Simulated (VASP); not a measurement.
CaO (CsCl), LDA relaxation of cell and atoms: Ansatz's output and VASP's

Start cell

```
Ca O
1.0
     2.93386    0.00000    0.00000
     0.00000    2.93386    0.00000
     0.00000    0.00000    2.93386
Ca O
1 1
Cartesian
  0.0000 0.0000 0.0000
  1.4669 1.4669 1.4669
```

Ansatz printed

```
basis re-selected at this cell: Δ(F+E_penalty+E_count) = +2.478e-4 eV, ΔP = -0.013 GPa vs the last step (what re-selecting the basis moved, of the pressure what is left beyond the Pulay correction that the steps carried, after the strain that the cell walked since its last selection, with what the two solves' SCF thresholds leave and, on support functions, any second-order correction that the steps lacked; it is no measure of the basis error at this ecutwfc). This SCF's stress stands 1.65e-2 GPa from its target on what of the cell is left free (relax.cell.stress_tol is 5.00e-2 GPa) and its largest allowed force component is 1.26e-29 eV/Å (relax.f_tol is 5.00e-3 eV/Å): within both
SCF converged after 5 iterations
Free energy (F): -2330.748809 eV
Harris-Foulkes:  -2330.748809 eV  (|F-HF|=2.73e-12)
Internal energy: -2330.748809 eV  (E = F + TS)
E sigma→0 (E₀):  -2330.748809 eV
Fermi energy:    11.922061 eV
--- Per-component energies (eV) ---
  E_band       = -67.369289
  E_kinetic    = 456.407932
  E_local      = -752.254746  (includes V_loc(G=0)·N_el)
  E_nonlocal   = 116.990306
  E_hartree    = 240.674204
  E_xc         = -210.739097
  E_vxc        = -267.208397  (∫ρ·V_xc dr)
  E_paw        = -963.341776  (= ΣΔE_a)
  E_vpaw       = -102.655236  (= ΣTr[D̂ρ^β])
  E_aug_tail   = 0.002435  (compensation charges beyond the density's cutoff)
  E_ewald      = -1218.868155
  E_core_change = 0.380087  (= ΣΔE_core)
  E_smearing   = -0.000000  (= −TS)
  E_closure    = 0.000000  (closes the sum)
  Σ components = -2330.748809   (vs F -2330.748809, Δ=0.00e0)
--- Forces (eV/Å), atoms counted from 1 ---
  atom   1  Ca     0.00000000    -0.00000000     0.00000000
  atom   2  O      0.00000000    -0.00000000    -0.00000000
  max |Σ_I F_I| component: 2.29e-29 eV/Å
--- Stress (GPa, compression-positive) ---
       -0.016496       0.000000      -0.000000
        0.000000      -0.016496      -0.000000
       -0.000000      -0.000000      -0.016496
  P = ⅓ Tr σ = -0.0165 GPa (-0.165 kbar)
--- Relaxed structure (5 steps of the walk, 5 accepted, 2 SCFs on fresh bases) ---
  F+E_penalty+E_count = -2330.74880937 eV   max|allowed force component| = 1.262e-29 eV/Å   (the final SCF, on the basis selected at the relaxed cell)
  cell:  # Å, volume = 23.0951 Å³
    - [2.847780458022369, 9.62964972193618e-35, 7.703719777548943e-34]
    - [2.2469182684517753e-34, 2.847780458022369, 1.1234591342258874e-34]
    - [7.703719777548943e-34, 1.1234591342258874e-34, 2.847780458022369]
  atoms:
    - { symbol: Ca, position: [1.5317161236084026e-34, -5.4704147271751895e-36, -5.470414727174645e-36] }
    - { symbol: O, position: [0.5000000000000001, 0.5000000000000001, 0.5000000000000001] }
```

Datasets and cutoffs are each program's own. VASP's cell holds 16 valence electrons and Ansatz's 16. LDA means the Perdew–Zunger form with relativistic exchange in VASP and the Perdew–Wang form in Ansatz.

What does VASP give for the same cell and level of theory?

relaxed cell vector lengths 2.854, 2.854, 2.854 Å; relaxed cell volume 23.24 Å³.

From OUTCAR

```
k-points           NKPTS =     35   k-points in BZ     NKDIM =     35   number of bands    NBANDS=     15

   NELECT =      16.0000    total number of electrons

   dimension x,y,z NGX =    24 NGY =   24 NGZ =   24
   dimension x,y,z NGXF=    48 NGYF=   48 NGZF=   48

  energy-cutoff  :      600.00
  volume of cell :       23.24
      direct lattice vectors                 reciprocal lattice vectors
     2.853838206 -0.000000000  0.000000000     0.350405289 -0.000000000  0.000000000
     0.000000000  2.853838206 -0.000000000     0.000000000  0.350405289  0.000000000
    -0.000000000  0.000000000  2.853838206    -0.000000000  0.000000000  0.350405289

 k-points in reciprocal lattice and weights: KPOINTS created by Atomic Simulation Env
   0.00000000  0.00000000  0.00000000       0.002
   0.12500000  0.00000000  0.00000000       0.012
   0.25000000  0.00000000  0.00000000       0.012
   0.37500000  0.00000000  0.00000000       0.012
   0.50000000  0.00000000  0.00000000       0.006
   0.12500000  0.12500000  0.00000000       0.023
   0.25000000  0.12500000  0.00000000       0.047
   0.37500000  0.12500000  0.00000000       0.047
   ...

 E-fermi :   4.6585

 k-point     1 :       0.0000    0.0000    0.0000
  band No.  band energies     occupation
      1     -34.3715      2.00000
      2     -14.9902      2.00000
      3     -14.9902      2.00000
      4     -14.9902      2.00000
      5     -12.0581      2.00000
      6       3.9447      2.00000
      7       3.9447      2.00000
      8       3.9447      2.00000
      9       6.7988      0.00000
     10       6.7988      0.00000
     11       9.9413      0.00000
     12      13.0100      0.00000
     13      13.0100      0.00000
     14      13.0100      0.00000
     15      23.9784      0.00000

 k-point     2 :       0.1250    0.0000    0.0000
  band No.  band energies     occupation
      1     -34.3399      2.00000
      2     -15.3428      2.00000
      3     -14.9673      2.00000
      4     -14.9673      2.00000
      5     -11.7791      2.00000
      6       3.1394      2.00000
      7       3.8619      2.00000
      8       3.8619      2.00000
      9       6.9349      0.00000
     10       7.5707      0.00000
     11      10.5914      0.00000
     12      12.9372      0.00000
     13      12.9372      0.00000
     14      13.0564      0.00000
     15      22.9388      0.00000

 k-point     3 :       0.2500    0.0000    0.0000
  band No.  band energies     occupation
      1     -34.2622      2.00000
      2     -16.0403      2.00000
      3     -14.9116      2.00000
      4     -14.9116      2.00000
      5     -11.2323      2.00000
      6       1.7409      2.00000
      7       3.6565      2.00000
      8       3.6565      2.00000
      9       7.2908      0.00000
     10       9.2453      0.00000
     11      11.9982      0.00000
     12      12.8052      0.00000
     13      12.8052      0.00000
     14      13.1707      0.00000
     15      20.9970      0.00000

 k-point     4 :       0.3750    0.0000    0.0000
  band No.  band energies     occupation
      1     -34.1828      2.00000
      2     -16.6236      2.00000
      3     -14.8549      2.00000
      4     -14.8549      2.00000
      5     -10.7595      2.00000
      6       0.6265      2.00000
      7       3.4444      2.00000
      8       3.4444      2.00000
      9       7.6961      0.00000
     10      10.9745      0.00000
     11      12.7280      0.00000
     12      12.7280      0.00000
     13      13.2886      0.00000
     14      13.6408      0.00000
     15      19.4103      0.00000

 k-point     5 :       0.5000    0.0000    0.0000
  band No.  band energies     occupation
      1     -34.1494      2.00000
      2     -16.8446      2.00000
      3     -14.8312      2.00000
      4     -14.8312      2.00000
      5     -10.5713      2.00000
      6       0.2047      2.00000
      7       3.3546      2.00000
      8       3.3546      2.00000
      9       7.8829      0.00000
     10      11.6827      0.00000
     11      12.7105      0.00000
     12      12.7105      0.00000
     13      13.3385      0.00000
     14      14.8091      0.00000
     15      18.8781      0.00000

 k-point     6 :       0.1250    0.1250    0.0000
  band No.  band energies     occupation
      1     -34.3087      2.00000
      2     -15.4162      2.00000
      3     -15.1728      2.00000
      4     -14.9452      2.00000
      5     -11.5697      2.00000
      6       2.9333      2.00000
      7       3.3904      2.00000
      8       3.8110      2.00000
      9       7.3559      0.00000
     10       7.9747      0.00000
     11      10.9358      0.00000
     12      12.6645      0.00000
     13      12.9897      0.00000
     14      13.2122      0.00000
     15      22.7870      0.00000

 ...

  Total        0.0015431      0.0015431      0.0015431      0.0000000      0.0000000      0.0000000
  in kB        0.1063703      0.1063703      0.1063703      0.0000000      0.0000000      0.0000000
  external PRESSURE =       0.1063703 kB  Pullay stress =       0.0000000 kB

 POSITION                                       TOTAL-FORCE (eV/Angst)
 -----------------------------------------------------------------------------------
      0.00000      0.00000      0.00000        -0.000000      0.000000      0.000000
      1.42692      1.42692      1.42692         0.000000      0.000000      0.000000
 -----------------------------------------------------------------------------------
    total drift:                                0.000000      0.000000     -0.000000

  FREE ENERGIE OF THE ION-ELECTRON SYSTEM (eV)
  ---------------------------------------------------
  free  energy   TOTEN  =       -13.3391076653 eV

  energy  without entropy=      -13.3391076653  energy(sigma->0) =      -13.33910767
```
